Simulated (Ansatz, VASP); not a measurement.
Ni in VASP and in Ansatz

Contents of INCAR:

```
SYSTEM = Ni
PREC     = Accurate       ! precision mode
ENCUT    = 520            ! plane-wave cutoff, eV
EDIFF    = 1E-6           ! SCF threshold, eV
ISMEAR   = 0              ! smearing method
SIGMA    = 0.1            ! smearing width, eV
LREAL    = .False.        ! projectors in reciprocal space
LASPH    = .True.         ! aspherical terms in the spheres
NELM     = 150            ! most SCF steps
ALGO     = Normal         ! electronic algorithm
ISIF     = 2              ! what is computed and relaxed
LWAVE    = .False.        ! write WAVECAR
LCHARG   = .False.        ! write CHGCAR
ISPIN    = 2              ! spin polarisation
MAGMOM   = 2 2 2 2        ! initial moments
LORBIT   = 11             ! projections on sites
LMAXMIX  = 4              ! l up to which the mixer works
GGA      = PE             ! functional
NBANDS   = 32             ! bands
```

KPOINTS

```
regular mesh
0
Gamma
  6 6 6
  0 0 0
```

POSCAR

```
Ni
1.0
    1.8737968294     -3.1757381341      0.0000000000
    1.8737968294      3.1757381341      0.0000000000
    0.0000000000      0.0000000000      3.7525785973
Ni
4
Direct
    0.1525000000      0.8475000000      0.0785000000
    0.6525000000      0.3475000000      0.4215000000
    0.8475000000      0.1525000000      0.9215000000
    0.3475000000      0.6525000000      0.5785000000
```

Input for Ansatz:

```yaml
crystal:
  lattice:
    - [1.8737968294, -3.1757381341, 0.0]
    - [1.8737968294, 3.1757381341, 0.0]
    - [0.0, 0.0, 3.7525785973]
  atoms:
    - { symbol: Ni, position: [0.1525, 0.8475, 0.0785], spin: 2.0 }
    - { symbol: Ni, position: [0.6525, 0.3475, 0.4215], spin: 2.0 }
    - { symbol: Ni, position: [0.8475, 0.1525, 0.9215], spin: 2.0 }
    - { symbol: Ni, position: [0.3475, 0.6525, 0.5785], spin: 2.0 }
basis:
  ecutwfc: 420
kpoints:
  mp_grid: { grid: [6, 6, 6] }
hamiltonian:
  xc: pbe
scf:
  occupations: { method: gaussian, width: 0.1 }
  lower_state_search: "off"
output:
  forces: true
  stress: true
  eigenvalues: true
  populations: true
magnetization:
  spin_polarized: true
```

Alike in both runs: task single point; functional PBE; k mesh 6 × 6 × 6; occupations gaussian, width 0.1 eV; collinear spin.

|  | VASP | Ansatz |
| --- | --- | --- |
| version | VASP 6.6.1 | Ansatz 0.2.0 |
| potentials or method | VASP PAW PBE potentials, release 64 (Ni) | scalar-relativistic, plane waves, PAW |
| plane-wave cutoff (eV) | 520 | 420 |
| valence electrons in the cell | 40 | 72 |

```csv
,VASP,Ansatz,Ansatz less VASP
gap on the k mesh at the Fermi level (eV),none,none,-
rms of the force components (eV/Å),0.563,0.585,+0.0225
net moment per atom (μB),0.67,0.68,+0.010
size of the moment on the site where the two differ most (μB),0.66,0.70,+0.039
```

Site moments also hang on the region over which each program counts them. Atom by atom the forces differ by 0.024 eV/Å (rms over components). A gap of «none» marks a metal or a gap that the smearing closes. The two sets of potentials don't hold the same shells in valence.
